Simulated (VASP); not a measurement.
Computed with PBE GGA, VASP's PBE PAW potentials (set 64) (plane waves; VASP).

A VASP calculation is set up with these files.

INCAR:
```
# general
SYSTEM  = AlSb
PREC    = Accurate
ENCUT   = 400
LREAL   = .FALSE.
LASPH   = .TRUE.

# electronic loop
EDIFF   = 1E-7
NELM    = 100
ALGO    = Normal
LMAXMIX = 4

# smearing
ISMEAR  = -5

# functional
GGA     = PE

# ions
ISIF    = 2

# output
LWAVE   = .FALSE.
LCHARG  = .TRUE.
LORBIT  = 11
NEDOS   = 601
```

POSCAR:
```
AlSb
1
    0.0000000000     3.1158353983     3.1158353983
    3.1158353983     0.0000000000     3.1158353983
    3.1158353983     3.1158353983     0.0000000000
Al Sb
1 1
Direct
  0.0000000000   0.0000000000   0.0000000000
  0.2500000000   0.2500000000   0.2500000000
```

**KPOINTS**
```
Automatic mesh
0
Gamma
8 8 8
0 0 0
```

POTCAR, in this order: Al Sb (PBE.64 set). Program: vasp_std.

What VASP printed:

File OUTCAR:
```
 ion  position               nearest neighbor table
   1  0.000  0.000  0.000-   2 2.70   2 2.70   2 2.70   2 2.70
   2  0.250  0.250  0.250-   1 2.70   1 2.70   1 2.70   1 2.70
  LATTYP: Found a face centered cubic cell.
 ALAT       =     6.2316707966
 Subroutine PRICEL returns:
 Original cell was already a primitive cell.
 Subroutine GETGRP returns: Found 24 space group operations
The static configuration has the point symmetry T_d .
The dynamic configuration has the point symmetry T_d .
 Subroutine INISYM returns: Found 24 space group operations
 Subroutine IBZKPT returns following result:
 Found     29 irreducible k-points:

 Following reciprocal coordinates:
            Coordinates               Weight
  0.000000  0.000000  0.000000      1.000000
  0.125000  0.000000  0.000000      8.000000
  0.250000  0.000000  0.000000      8.000000
  0.375000  0.000000  0.000000      8.000000
  0.500000  0.000000  0.000000      4.000000
  0.125000  0.125000  0.000000      6.000000
  0.250000  0.125000  0.000000     24.000000
  0.375000  0.125000  0.000000     24.000000
  0.500000  0.125000  0.000000     24.000000
...
```

**OSZICAR**
```
       N       E                     dE             d eps       ncg     rms          rms(c)
DAV:   1     0.131805926783E+02    0.13181E+02   -0.24078E+03   464   0.569E+02
DAV:   2    -0.781695767972E+01   -0.20998E+02   -0.20638E+02   632   0.793E+01
DAV:   3    -0.828598089406E+01   -0.46902E+00   -0.46902E+00   592   0.150E+01
DAV:   4    -0.828893605826E+01   -0.29552E-02   -0.29552E-02   704   0.147E+00
DAV:   5    -0.828894576959E+01   -0.97113E-05   -0.97113E-05   616   0.678E-02    0.330E+00
DAV:   6    -0.822963391290E+01    0.59312E-01   -0.90446E-02   480   0.143E+00    0.204E+00
DAV:   7    -0.821178420226E+01    0.17850E-01   -0.83649E-02   576   0.154E+00    0.409E-01
DAV:   8    -0.821254048100E+01   -0.75628E-03   -0.65660E-03   472   0.464E-01    0.895E-02
DAV:   9    -0.821284923035E+01   -0.30875E-03   -0.50048E-04   600   0.150E-01    0.262E-02
DAV:  10    -0.821289449350E+01   -0.45263E-04   -0.40556E-05   624   0.380E-02    0.134E-02
DAV:  11    -0.821292427700E+01   -0.29783E-04   -0.53958E-05   536   0.482E-02    0.464E-03
DAV:  12    -0.821292479460E+01   -0.51760E-06   -0.69121E-07   640   0.594E-03    0.216E-03
DAV:  13    -0.821292491966E+01   -0.12507E-06   -0.66138E-08   536   0.181E-03    0.121E-03
DAV:  14    -0.821292495311E+01   -0.33442E-07   -0.26975E-08   288   0.790E-04
   1 F= -.82129250E+01 E0= -.82129250E+01  d E =0.000000E+00
```

### OUTCAR
```
------------------------ aborting loop because EDIFF is reached ----------------------------------------
  FORCE on cell =-STRESS in cart. coord.  units (eV):
  Direction    XX          YY          ZZ          XY          YZ          ZX
  --------------------------------------------------------------------------------------
  Total        0.0033297      0.0033297      0.0033297      0.0000000     -0.0000000      0.0000000
  in kB        0.0881773      0.0881773      0.0881773      0.0000000     -0.0000000      0.0000000
  external PRESSURE =       0.0881773 kB  Pullay stress =       0.0000000 kB
  volume of cell :       60.50
      direct lattice vectors                 reciprocal lattice vectors
     0.000000000  3.115835398  3.115835398    -0.160470608  0.160470608  0.160470608
     3.115835398  0.000000000  3.115835398     0.160470608 -0.160470608  0.160470608
     3.115835398  3.115835398  0.000000000     0.160470608  0.160470608 -0.160470608
 POSITION                                       TOTAL-FORCE (eV/Angst)
 -----------------------------------------------------------------------------------
      0.00000      0.00000      0.00000        -0.000000     -0.000000     -0.000000
      1.55792      1.55792      1.55792         0.000000      0.000000      0.000000
 -----------------------------------------------------------------------------------
    total drift:                               -0.000000     -0.000000     -0.000000
  FREE ENERGIE OF THE ION-ELECTRON SYSTEM (eV)
  ---------------------------------------------------
  free  energy   TOTEN  =        -8.2129249531 eV

  energy  without entropy=       -8.2129249531  energy(sigma->0) =       -8.21292495

 total charge

# of ion       s       p       d       tot
------------------------------------------
    1        0.418   0.342   0.000   0.760
    2        1.112   1.390   0.022   2.524
--------------------------------------------------
tot          1.530   1.732   0.022   3.284
```
(Selected blocks of OUTCAR.)

The compound is AlSb in the zinc blende structure. It was relaxed first.
